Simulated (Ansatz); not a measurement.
Rh:

```
CELL_PARAMETERS angstrom
2.73098 0.00000 0.00000
-1.36549 2.36510 0.00000
0.00000 0.00000 4.42849
ATOMIC_POSITIONS crystal
Rh 0.33333 0.66667 0.25000
Rh 0.66667 0.33333 0.75000
```

This isn't the form of Rh at room conditions, which is fcc.

Base run:

- Program: Ansatz 0.2.0
- Functional: PBEsol
- Potentials or basis: all-electron LAPW, scalar-relativistic
- Cutoff: 270 eV
- Density cutoff: 1081 eV
- Basis error allowed: 0.001 eV/atom
- k mesh: 11 × 11 × 6
- Occupations: fermi-dirac, width 0.05 eV
- Spin: no spin polarisation

Its results: pressure -13.7 GPa.

Task: The run is repeated on the same cell with these changes: functional from PBEsol to LDA. What comes out?

Result: Pressure -19.4 GPa.

LDA binds more tightly than PBEsol, so the same cell stands under less pressure.

Not every run made on this cell is shown here.
